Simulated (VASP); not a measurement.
# Ga: intraband terms of a metal's spectrum

Ga, P2_1/m (no. 11), 2 atoms in the cell. PBE, independent-particle dielectric function; PAW potentials Ga_d (PBE set).

## Input

INCAR.step1:
```
SYSTEM = Ga
PREC = Accurate
ENCUT = 330
ISMEAR = 1
SIGMA = 0.1
EDIFF = 1E-7
LASPH = .TRUE.
KPAR = 4
LWAVE = .FALSE.
LCHARG = .TRUE.
LMAXMIX = 4
```

INCAR.step2:
```
SYSTEM = Ga
PREC = Accurate
ENCUT = 330
ISMEAR = 0
SIGMA = 0.3
EDIFF = 1E-6
LASPH = .TRUE.
KPAR = 4
LWAVE = .TRUE.
LCHARG = .FALSE.
LMAXMIX = 4
ICHARG = 11
NBANDS = 31
NEDOS = 3000
OMEGAMAX = 30
CSHIFT = 0.1
```

INCAR.step3, as INCAR.step2 but for:
```
- LWAVE = .TRUE.
+ LWAVE = .FALSE.
+ LOPTICS = .TRUE.
+ ALGO = None
+ NELM = 1
+ ISTART = 1
```

INCAR.step4, as INCAR.step3 but for:
```
+ WPLASMAI = 0.03
```

INCAR.step5 to INCAR.step6 change the same tag again: WPLASMAI = 0.1, 0.3.

INCAR.step7, as INCAR.step6 but for:
```
- WPLASMAI = 0.3
+ RTIME = 5
```

INCAR.step8, as INCAR.step7 but for:
```
- RTIME = 5
+ RTIME = 1
```

INCAR.step9, as INCAR.step8 but for:
```
- RTIME = 1
+ LNABLA = .TRUE.
```

INCAR.step10, as INCAR.step9 but for:
```
- ISMEAR = 0
- LNABLA = .TRUE.
+ ISMEAR = -5
```

KPOINTS.step1:
```
k-points
0
Gamma
  10 8 7
```

KPOINTS.step2:
```
k-points
0
Gamma
  8 7 6
```

POSCAR:
```
Ga
1.0
    2.7784220849      0.0000000000      0.0000000000
    0.0000000000      3.2816087900      0.0000000000
   -1.3434310986      0.0000000000      3.9902731763
Ga
2
Direct
    0.1345962700      0.7500000000      0.7701668300
    0.8654037300      0.2500000000      0.2298331700
```

Commands (each step's output is kept before the next begins):
```
cat potpaw_PBE.64/Ga_d/POTCAR > POTCAR
cp INCAR.step1 INCAR
cp KPOINTS.step1 KPOINTS
mpirun -np 4 vasp_std > vasp.out
cp INCAR.step2 INCAR
cp KPOINTS.step2 KPOINTS
mpirun -np 4 vasp_std > vasp.out
cp INCAR.step3 INCAR
mpirun -np 4 vasp_std > vasp.out
cp INCAR.step4 INCAR
mpirun -np 4 vasp_std > vasp.out
cp INCAR.step5 INCAR
mpirun -np 4 vasp_std > vasp.out
cp INCAR.step6 INCAR
mpirun -np 4 vasp_std > vasp.out
cp INCAR.step7 INCAR
mpirun -np 4 vasp_std > vasp.out
cp INCAR.step8 INCAR
mpirun -np 4 vasp_std > vasp.out
cp INCAR.step9 INCAR
mpirun -np 4 vasp_std > vasp.out
cp INCAR.step10 INCAR
mpirun -np 4 vasp_std > vasp.out
```

## Result

- Bands: 31

One ground state, settings moved in the last step alone:

| Settings | Plasma frequency (eV) | Im ε at 0.5 eV | Im ε at 1 eV | Im ε at 2 eV | Im ε at 4 eV | Time (s) |
|---|---|---|---|---|---|---|
| interband part alone | 12.18 | 67.2 | 29.4 | 37.0 | 3.2 | 6 |
| Drude term, WPLASMAI 0.03 | 12.18 | 102.7 | 33.8 | 37.6 | 3.3 | 6 |
| Drude term, WPLASMAI 0.1 | 12.18 | 181.3 | 44.1 | 38.8 | 3.5 | 6 |
| Drude term, WPLASMAI 0.3 | 12.18 | 329.0 | 70.2 | 42.4 | 3.9 | 6 |
| relaxation time RTIME 5 fs | 12.18 | 213.3 | 48.6 | 39.4 | 3.5 | 6 |
| relaxation time RTIME 1 fs | 12.18 | 353.0 | 97.5 | 48.0 | 4.7 | 6 |
| transversal form (LNABLA) | 12.24 | 67.8 | 29.7 | 37.4 | 3.2 | 6 |
| tetrahedron method | – | – | – | – | – | no result |

VASP 6.6.1 took 60 s on 4 cores (AMD EPYC 7R13 (Zen 3)), a shared host.
